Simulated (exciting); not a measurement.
# LiF (Griceite) (Fm-3m) in exciting: notebook, part 2 of 3

exciting (release sodium).

## (4) Equation of state, PW91, 8.50 Å³/atom (volume scaled by 1.04)

File input.xml:

```xml
<input>
  <title>LiF</title>
  <structure speciespath="./" tshift="false">
    <crystal scale="5.4531960424">
      <basevect>0.000000000000 0.707106781191 0.707106781191</basevect>
      <basevect>0.707106781191 0.000000000000 0.707106781191</basevect>
      <basevect>0.707106781191 0.707106781191 0.000000000000</basevect>
    </crystal>
    <species speciesfile="F.xml" rmt="1.45">
      <atom coord="0.500000000000 0.500000000000 0.500000000000"/>
    </species>
    <species speciesfile="Li.xml" rmt="1.7">
      <atom coord="0.000000000000 0.000000000000 0.000000000000"/>
    </species>
  </structure>
  <groundstate do="fromscratch" ngridk="8 8 8" rgkmax="7.5" gmaxvr="14" lmaxapw="10" lmaxmat="10" lmaxvr="8" stype="Gaussian" swidth="0.00036749" nempty="10" ValenceRelativity="zora" epsengy="1e-05" epspot="1e-05" maxscl="60" outputlevel="low">
    <libxc exchange="XC_GGA_X_PW91" correlation="XC_GGA_C_PW91"/>
  </groundstate>
</input>
```

The run is started by

```sh
OMP_NUM_THREADS=1 exciting_smp
```

Run time: 82 s. Hardware: 1 thread of Arm Neoverse V1, shared host; peak memory 0.12 GiB.

It converged, with:

| Quantity | Value |
| --- | --- |
| Free energy | -2928.8025 eV |
| Band gap on the k mesh | 8.79 eV, direct |

## (5) Equation of state, PW91, 8.66 Å³/atom (volume scaled by 1.06)

input.xml: that of step 4 with these lines changed.

```diff
@@ -3,6 +3,6 @@
   <structure speciespath="./" tshift="false">
-    <crystal scale="5.4531960424">
-      <basevect>0.000000000000 0.707106781191 0.707106781191</basevect>
-      <basevect>0.707106781191 0.000000000000 0.707106781191</basevect>
-      <basevect>0.707106781191 0.707106781191 0.000000000000</basevect>
+    <crystal scale="5.4879307118">
+      <basevect>0.000000000000 0.707106781183 0.707106781183</basevect>
+      <basevect>0.707106781183 0.000000000000 0.707106781183</basevect>
+      <basevect>0.707106781183 0.707106781183 0.000000000000</basevect>
     </crystal>
```

The run is started by

```sh
OMP_NUM_THREADS=1 exciting_smp
```

It took 98 s on 1 thread of Arm Neoverse V1, shared host; peak memory 0.12 GiB.

It converged, with:

```yaml
Free_energy: -2928.7993 eV
Band_gap_on_the_k_mesh: 8.62 eV, direct
```

## (6) Optical spectrum, LDA

File run_exciting.py:

```python
import subprocess
import xml.etree.ElementTree as ET
from ase.io import read
from ase.units import Bohr

atoms = read("LiF.cif")
import spglib
from ase import Atoms
cell, positions, numbers = spglib.find_primitive((atoms.cell[:], atoms.get_scaled_positions(), atoms.numbers), symprec=1e-5)
atoms = Atoms(numbers, cell=cell, scaled_positions=positions, pbc=True)
rmt = {'F': 1.45, 'Li': 1.7}  # bohr
tasks = """
<groundstate do="fromscratch" ngridk="9 9 9" rgkmax="6.5" gmaxvr="14" lmaxapw="10" lmaxmat="10" lmaxvr="8" xctype="LDA_PW" stype="Methfessel-Paxton 1" swidth="0.00036749" nempty="28" ValenceRelativity="zora" epsengy="1e-05" epspot="1e-05" maxscl="60" outputlevel="normal" vkloff="0.5 0.5 0.5"/>
<properties>
  <momentummatrix/>
  <dielmat intraband="false" scissor="0.018375" wmax="0.8" wgrid="200" swidth="0.02" tevout="true">
    <epscomp>1 1</epscomp>
    <epscomp>2 2</epscomp>
    <epscomp>3 3</epscomp>
  </dielmat>
</properties>
"""

root = ET.Element("input")
ET.SubElement(root, "title").text = "LiF"
structure = ET.SubElement(root, "structure", speciespath="./", tshift="false")
crystal = ET.SubElement(structure, "crystal", scale="1.0")
for vector in atoms.cell / Bohr:
    ET.SubElement(crystal, "basevect").text = " ".join(f"{x:.12f}" for x in vector)
symbols = atoms.get_chemical_symbols()
for element in dict.fromkeys(symbols):
    species = ET.SubElement(structure, "species", speciesfile=element + ".xml", rmt=str(rmt[element]))
    for symbol, position in zip(symbols, atoms.get_scaled_positions(wrap=False)):
        if symbol == element:
            ET.SubElement(species, "atom", coord=" ".join(f"{x:.12f}" for x in position))
root.extend(ET.fromstring("<tasks>" + tasks + "</tasks>"))
ET.indent(root)
ET.ElementTree(root).write("input.xml")
subprocess.run(["exciting_smp"], check=True)
```

File LiF.cif:

```cif
data_LiF
_cell_length_a 4.02800000
_cell_length_b 4.02800000
_cell_length_c 4.02800000
_cell_angle_alpha 90.00000000
_cell_angle_beta 90.00000000
_cell_angle_gamma 90.00000000
_space_group_name_H-M_alt 'Fm-3m'
_space_group_name_Hall '-F 4 2 3'
_space_group_IT_number 225
loop_
_space_group_symop_operation_xyz
'x,y,z'
'-x,-y,-z'
'-y,x,z'
'y,-x,-z'
'-x,-y,z'
'x,y,-z'
'y,-x,z'
'-y,x,-z'
'x,-y,-z'
'-x,y,z'
'-y,-x,-z'
'y,x,z'
'-x,y,-z'
'x,-y,z'
'y,x,-z'
'-y,-x,z'
'z,x,y'
'-z,-x,-y'
'z,-y,x'
'-z,y,-x'
'z,-x,-y'
'-z,x,y'
'z,y,-x'
'-z,-y,x'
'-z,x,-y'
'z,-x,y'
'-z,-y,-x'
'z,y,x'
'-z,-x,y'
'z,x,-y'
'-z,y,x'
'z,-y,-x'
'y,z,x'
'-y,-z,-x'
'x,z,-y'
'-x,-z,y'
'-y,z,-x'
'y,-z,x'
'-x,z,y'
'x,-z,-y'
'-y,-z,x'
'y,z,-x'
'-x,-z,-y'
'x,z,y'
'y,-z,-x'
'-y,z,x'
'x,-z,y'
'-x,z,-y'
'x,y+1/2,z+1/2'
'-x,-y+1/2,-z+1/2'
'-y,x+1/2,z+1/2'
'y,-x+1/2,-z+1/2'
[... 63 lines left out ...]
'-z+1/2,y,-x+1/2'
'z+1/2,-x,-y+1/2'
'-z+1/2,x,y+1/2'
'z+1/2,y,-x+1/2'
'-z+1/2,-y,x+1/2'
'-z+1/2,x,-y+1/2'
'z+1/2,-x,y+1/2'
'-z+1/2,-y,-x+1/2'
'z+1/2,y,x+1/2'
'-z+1/2,-x,y+1/2'
'z+1/2,x,-y+1/2'
'-z+1/2,y,x+1/2'
'z+1/2,-y,-x+1/2'
'y+1/2,z,x+1/2'
'-y+1/2,-z,-x+1/2'
'x+1/2,z,-y+1/2'
'-x+1/2,-z,y+1/2'
'-y+1/2,z,-x+1/2'
'y+1/2,-z,x+1/2'
'-x+1/2,z,y+1/2'
'x+1/2,-z,-y+1/2'
'-y+1/2,-z,x+1/2'
'y+1/2,z,-x+1/2'
'-x+1/2,-z,-y+1/2'
'x+1/2,z,y+1/2'
'y+1/2,-z,-x+1/2'
'-y+1/2,z,x+1/2'
'x+1/2,-z,y+1/2'
'-x+1/2,z,-y+1/2'
'x+1/2,y+1/2,z'
'-x+1/2,-y+1/2,-z'
'-y+1/2,x+1/2,z'
'y+1/2,-x+1/2,-z'
'-x+1/2,-y+1/2,z'
'x+1/2,y+1/2,-z'
'y+1/2,-x+1/2,z'
'-y+1/2,x+1/2,-z'
'x+1/2,-y+1/2,-z'
'-x+1/2,y+1/2,z'
'-y+1/2,-x+1/2,-z'
'y+1/2,x+1/2,z'
'-x+1/2,y+1/2,-z'
'x+1/2,-y+1/2,z'
'y+1/2,x+1/2,-z'
'-y+1/2,-x+1/2,z'
'z+1/2,x+1/2,y'
'-z+1/2,-x+1/2,-y'
'z+1/2,-y+1/2,x'
'-z+1/2,y+1/2,-x'
'z+1/2,-x+1/2,-y'
'-z+1/2,x+1/2,y'
'z+1/2,y+1/2,-x'
'-z+1/2,-y+1/2,x'
'-z+1/2,x+1/2,-y'
'z+1/2,-x+1/2,y'
'-z+1/2,-y+1/2,-x'
'z+1/2,y+1/2,x'
'-z+1/2,-x+1/2,y'
'z+1/2,x+1/2,-y'
'-z+1/2,y+1/2,x'
'z+1/2,-y+1/2,-x'
'y+1/2,z+1/2,x'
'-y+1/2,-z+1/2,-x'
'x+1/2,z+1/2,-y'
'-x+1/2,-z+1/2,y'
'-y+1/2,z+1/2,-x'
'y+1/2,-z+1/2,x'
'-x+1/2,z+1/2,y'
'x+1/2,-z+1/2,-y'
'-y+1/2,-z+1/2,x'
'y+1/2,z+1/2,-x'
'-x+1/2,-z+1/2,-y'
'x+1/2,z+1/2,y'
'y+1/2,-z+1/2,-x'
'-y+1/2,z+1/2,x'
'x+1/2,-z+1/2,y'
'-x+1/2,z+1/2,-y'
loop_
_atom_site_label
_atom_site_type_symbol
_atom_site_symmetry_multiplicity
_atom_site_Wyckoff_symbol
_atom_site_fract_x
_atom_site_fract_y
_atom_site_fract_z
_atom_site_occupancy
F1 F 4 b 0.5000000000 0.0000000000 0.0000000000 1
Li1 Li 4 a 0.0000000000 0.0000000000 0.0000000000 1
```

Potentials or basis: all-electron LAPW+lo, shipped species files, valence relativity zora.

The run is started by

```sh
OMP_NUM_THREADS=1 python run_exciting.py
```

The log of the run:

```text
================================================================================
EXCITING SODIUM started
[... 10 lines left out ...]

 Lattice vectors (cartesian) :
      0.0000000000      3.8059084174      3.8059084174
      3.8059084174      0.0000000000      3.8059084174
      3.8059084174      3.8059084174      0.0000000000

 Reciprocal lattice vectors (cartesian) :
     -0.8254514584      0.8254514584      0.8254514584
      0.8254514584     -0.8254514584      0.8254514584
      0.8254514584      0.8254514584     -0.8254514584

 Unit cell volume                           :     110.2567016334
 Brillouin zone volume                      :       2.2497518044

 Species :    1 (F)
     parameters loaded from                 :    F.xml
     name                                   :    fluorine
     nuclear charge                         :      -9.00000000
     electronic charge                      :       9.00000000
     atomic mass                            :   34631.97043000
     muffin-tin radius                      :       1.45000000
     # of radial points in muffin-tin       :     250

     atomic positions (lattice) :
       1 :   0.50000000  0.50000000  0.50000000

 Species :    2 (Li)
     parameters loaded from                 :    Li.xml
     name                                   :    lithium
     nuclear charge                         :      -3.00000000
     electronic charge                      :       3.00000000
     atomic mass                            :   12652.66897000
     muffin-tin radius                      :       1.70000000
     # of radial points in muffin-tin       :     250

     atomic positions (lattice) :
       1 :   0.00000000  0.00000000  0.00000000

 Total number of atoms per unit cell        :       2

 Spin treatment                             :    spin-unpolarised

 Number of Bravais lattice symmetries       :      48
 Number of crystal symmetries               :      48

 k-point grid                               :       9    9    9
 k-point offset :       0.500000  0.500000  0.500000
 Total number of k-points                   :      85
 k-point set is reduced with crystal symmetries

 R^MT_min * |G+k|_max (rgkmax)              :       6.50000000
 Species with R^MT_min                      :       1 (F)
 Maximum |G+k| for APW functions            :       4.48275862
 Maximum |G| for potential and density      :      14.00000000

 G-vector grid sizes                        :      24    24    24
 Total number of G-vectors                  :    5029

 Maximum angular momentum used for
     APW functions                          :      10
     computing H and O matrix elements      :      10
     potential and density                  :       8
     inner part of muffin-tin               :       2

 Total nuclear charge                       :     -12.00000000
 Total electronic charge                    :      12.00000000
 Total core charge                          :       2.00000000
 Total valence charge                       :      10.00000000

 Number of empty states                     :      28
 Total number of valence states             :      34

 Maximum Hamiltonian size                   :     181
 Maximum number of plane-waves              :     174
 Total number of local-orbitals             :       7

 Exchange-correlation type                  :       3
     Perdew-Wang, Phys. Rev. B 45, 13244 (1992)

 Smearing scheme                            :    Methfessel-Paxton order 1, Phys. Rev. B 40, 3616 (1989)
 Smearing width                             :       0.00036749

 Using multisecant Broyden potential mixing
[... 16 lines left out ...]
+ SCF iteration number :    1                                                  +
++++++++++++++++++++++++++++++++++++++++++++++++++++++++++++++++++++++++++++++++
 Total energy                               :      -108.69834532
 _______________________________________________________________
 Fermi energy                               :         0.07058631
 Kinetic energy                             :       105.88520190
 Coulomb energy                             :      -202.75665190
 Exchange energy                            :       -10.98689265
 Correlation energy                         :        -0.84000267
[... 330 lines left out ...]
 Estimated fundamental gap                  :         0.32821158
        valence-band maximum at    2      0.1667  0.0556  0.0556
     conduction-band minimum at    1      0.0556  0.0556  0.0556

 RMS change in effective potential (target) :  0.129828E-08  ( 0.100000E-04)
 Absolute change in total energy   (target) :  0.610770E-07  ( 0.100000E-04)
 Charge distance                   (target) :  0.138949E-08  ( 0.100000E-04)

++++++++++++++++++++++++++++++++++++++++++++++++++++++++++++++++++++++++++++++++
| Convergency criteria checked for the last 2 iterations                       +
| Convergence targets achieved. Performing final SCF iteration                 +
++++++++++++++++++++++++++++++++++++++++++++++++++++++++++++++++++++++++++++++++
 Total energy                               :      -106.90492140
 _______________________________________________________________
 Fermi energy                               :         0.11126200
 Kinetic energy                             :       106.43215707
 Coulomb energy                             :      -201.68131320
 Exchange energy                            :       -10.82220377
 Correlation energy                         :        -0.83356149

 DOS at Fermi energy (states/Ha/cell)       :         0.00000000

 Electron charges :
     core                                   :         2.00000000
     core leakage                           :         0.00000007
     valence                                :        10.00000000
     interstitial                           :         2.04636097
     charge in muffin-tin spheres :
                  atom     1     F          :         7.81628513
                  atom     2    Li          :         2.13735390
     total charge in muffin-tins            :         9.95363903
     total charge                           :        12.00000000

 Estimated fundamental gap                  :         0.32821158
        valence-band maximum at    2      0.1667  0.0556  0.0556
     conduction-band minimum at    1      0.0556  0.0556  0.0556

++++++++++++++++++++++++++++++++++++++++++++++++++++++++++++++++++++++++++++++++
[... 12 lines left out ...]
| EXCITING SODIUM stopped                                                      =
================================================================================
```

It took 41 s on 1 thread of Arm Neoverse V2, shared host; peak memory 0.25 GiB.

Results:

```
Free energy                                       : -2909.0311 eV
All electrons inside the program's atomic spheres : F 7.82; Li 2.14 (radii F 1.45, Li 1.7 bohr)
```

Levels at points of the mesh, in eV from the Fermi level:
| k point | band 1 | band 2 | band 3 | band 4 | band 5 | band 6 | band 7 | band 8 | band 9 | band 10 |
| --- | --- | --- | --- | --- | --- | --- | --- | --- | --- | --- |
| (0.50, 0.50, 0.50) | -44.11 | -23.61 | -7.02 | -4.69 | -4.69 | 5.94 | 11.93 | 14.00 | 14.00 | 25.66 |

Dielectric function (mean over the directions given):
```
energy (eV)  real part  imaginary part
       0.33       2.09            0.00
       0.98       2.10            0.00
       1.63       2.10            0.01
       2.29       2.12            0.01
       2.94       2.13            0.02
       3.70       2.16            0.02
       4.35       2.19            0.03
       5.01       2.23            0.04
       5.66       2.27            0.04
       6.31       2.33            0.06
       7.08       2.42            0.08
       7.73       2.53            0.11
       8.38       2.68            0.17
       9.03       2.89            0.30
       9.69       3.09            0.61
      10.45       3.15            1.12
      11.10       2.93            1.74
      11.76       2.27            1.97
      12.41       1.75            1.76
      13.06       1.53            1.52
      13.82       1.45            1.21
      14.48       1.49            1.01
      15.13       1.66            0.86
      15.78       1.96            0.90
      16.44       2.13            1.21
      17.20       1.87            1.71
      17.85       1.56            1.46
      18.50       1.87            1.48
      19.16       1.95            2.08
      19.92       1.05            2.58
```

Caveat: the scissor shift is a trial value, not fitted to this crystal; spectra need much finer meshes, so this one isn't converged; independent-particle spectra lack excitons.

[end of part 2 of 3]
